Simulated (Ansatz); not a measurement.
# SiO2: the cost of one run

Program: Ansatz 0.2.0. Level of theory: DFT r2SCAN, scalar-relativistic, plane waves, PAW. These are calculated values, not measurements.

## (1) The starting structure

Symmetry: P6_422, No. 181, hexagonal system. Conventional cell: a = 5.060 Å, b = 5.060 Å, c = 5.541 Å, α = 90.00°, β = 90.00°, γ = 120.00°. Around Si (site symmetry 222) lie 4 O at 1.61 Å. O (site symmetry 2) has 2 Si at 1.61 Å as nearest neighbours.

Coordinates:

```
Si O
1.0
     5.05968    0.00000    0.00000
    -2.52984    4.38181    0.00000
     0.00000    0.00000    5.54109
Si O
3 6
Cartesian
  -1.2649 2.1909 1.8470
  1.2649 2.1909 3.6941
  2.5298 0.0000 0.0000
  0.9493 3.4693 4.6176
  2.5298 2.5568 2.7705
  3.4792 0.9125 0.9235
  1.5805 0.9125 4.6176
  0.0000 1.8250 2.7705
  -0.9493 3.4693 0.9235
```

It goes back to an entry of the Materials Project, which need not be the stable form.

This cell was relaxed beforehand with the same method: volume 13.65 Å³/atom, gap on the mesh 6.30 eV.

## (2) The reference cell

The reference gives a free energy of -5340.1971 eV, pressure -0.03 GPa, largest force 0.001 eV/Å and gap on the mesh 6.30 eV. It was computed beforehand with the settings of the runs below.

## (3) Setting up a two-dimensional strain map

The cell is strained by p along both x and y and by q along z, with fractional coordinates fixed.

## (4) At p = -0.030, q = -0.030

Contents of input.yaml:

```yaml
crystal:
  lattice:
    - [4.9078874806, 0.0, 0.0]
    - [-2.4539437403, 4.2503552371, 0.0]
    - [0.0, 0.0, 5.3748530148]
  atoms:
    - { symbol: Si, position: [0.0, 0.5, 0.3333333333] }
    - { symbol: Si, position: [0.5, 0.5, 0.6666666667] }
    - { symbol: Si, position: [0.5, 0.0, 0.0] }
    - { symbol: O, position: [0.5834989535, 0.7917494768, 0.8333333333] }
    - { symbol: O, position: [0.7917494768, 0.5834989535, 0.5] }
    - { symbol: O, position: [0.7917494768, 0.2082505232, 0.1666666667] }
    - { symbol: O, position: [0.4165010465, 0.2082505232, 0.8333333333] }
    - { symbol: O, position: [0.2082505232, 0.4165010465, 0.5] }
    - { symbol: O, position: [0.2082505232, 0.7917494768, 0.1666666667] }
basis:
  ecutwfc: 500
kpoints:
  mp_grid: { grid: [6, 6, 4] }
hamiltonian:
  xc: r2scan
scf:
  occupations: { method: gaussian, width: 0.05 }
output:
  forces: true
  stress: true
  eigenvalues: true
```

Command:

```bash
$ ansatz run input.yaml --threads 2 --pin off --max-ram 5120MiB --backend cpu --events-out ev --progress --plain --runs-dir out
```

Q: Estimate wall time and peak memory on 2 threads of Intel Xeon 6975P-C (Granite Rapids), shared host.

About 5.2 s, with a peak of 0.59 GiB.
